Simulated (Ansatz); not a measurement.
# NaF (Villiaumite) under changes of volume

One of the cells (12.487 Å³/atom); the others are scaled copies at fixed shape and fractional positions:

```
Na F
1.0
     0.00000    2.32000    2.32000
     2.32000    0.00000    2.32000
     2.32000    2.32000    0.00000
Na F
1 1
Direct
  0.00000 0.00000 0.00000
  0.50000 0.50000 0.50000
```

```yaml
Program: Ansatz 0.2.0
Functional: HSE06
Potentials_or_basis: Ansatz PAW
Cutoff: "420 eV (not typed: the program's choice for these potentials)"
k_mesh: 6 × 6 × 6
Occupations: fermi-dirac, width 0.05 eV
Spin: no spin polarisation
```

| volume (Å³/atom) | energy over the lowest point (meV/atom) | pressure (GPa) | gap on the mesh (eV) |
| --- | --- | --- | --- |
| 11.738 | 7.44 | 3.4 | 8.84 |
| 11.988 | 3.11 | 2.1 | 8.70 |
| 12.237 | 0.70 | 1.0 | 8.58 |
| 12.487 | 0.00 | -0.1 | 8.46 |
| 12.737 | ? | ? | ? |
| 12.987 | 2.98 | -1.8 | 8.23 |
| 13.236 | 6.46 | -2.6 | 8.12 |

Task: What does the run at 12.737 Å³/atom give?

Result: Energy over the lowest point 0.86 meV/atom; pressure -1.0 GPa; gap on the mesh 8.34 eV.

Worked out: A Birch-Murnaghan fit of order 3 (a polynomial in V^(-2/3)) to the other rows has its minimum at 12.48 Å³/atom with B0 = V·E''(V) = 49 GPa and B' = 4.0. It gives 0.79 meV/atom at 12.737 Å³/atom, against the run's 0.86, and -dE/dV = -1.0 GPa, against -1.0. A straight line through the other rows of the gap, of slope -5.95 eV per unit of ln V (its deformation potential), gives 8.35 eV, against the run's 8.34.

Energies are extrapolated to zero smearing.

Caveats: the PAW data sets come from PBE, with cores solved anew for the run's functional, which leaves a small shift of forces and pressure; the thresholds are loose for stress.
